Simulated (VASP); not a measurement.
Wanted: the native input for a VASP 6.6.1 run.

```
Task                   : single point
Functional             : PBE
Dispersion             : D3(BJ)
Potentials or basis    : VASP PAW PBE potentials, release 64 (Sb)
Cutoff                 : 520 eV
k mesh                 : 6 × 6 × 1
Occupations            : gaussian, width 0.1 eV
Spin                   : no spin polarisation
Dipole correction      : yes
Further INCAR settings : ALGO = Fast; EDIFF = 1e-06; NBANDS = 12
```

The structure of Sb lies in POSCAR:

```
Sb
1.0
    4.0214023673      0.0000000000      0.0000000000
   -2.0107011837      3.4826366090      0.0000000000
    0.0000000000      0.0000000000     28.0000000000
Sb
2
Direct
    0.3333333333      0.6666666667      0.5273035714
    0.6666666667      0.3333333333      0.4726964286
```

The cell was built by a generator and needn't be a form met in nature.

These files were run (other wordings do the same):

INCAR

```
PREC = Accurate ; ENCUT = 520
EDIFF = 1E-6 ; ISMEAR = 0
SIGMA = 0.1 ; LREAL = F
LASPH = T ; NELM = 100
ALGO = Fast ; ISIF = 2
LWAVE = F ; LCHARG = F
LDIPOL = T ; IDIPOL = 3
DIPOL = 0.5 0.5 0.500 ; GGA = PE
IVDW = 12 ; NBANDS = 12
```

KPOINTS

```
regular mesh
0
Gamma
  6 6 1
```

Potentials or basis: VASP PAW PBE potentials, release 64 (Sb).

The run is started by

```console
$ cat potpaw_PBE.64/Sb/POTCAR > POTCAR
$ mpirun -np 1 vasp_std > vasp.out
```

It gave:

```
Largest force              : 1.516 eV/Å
Band gap on the k mesh     : 1.49 eV, indirect (least direct gap 1.82 eV)
Dispersion energy per atom : -0.244 eV
```

Caveat: spin-orbit coupling is left out, which moves the levels of the heavy elements.

It took 61 s on 1 thread of Intel(R) Xeon(R) Platinum 8488C (Sapphire Rapids) (shared host), peak memory 0.44 GiB.
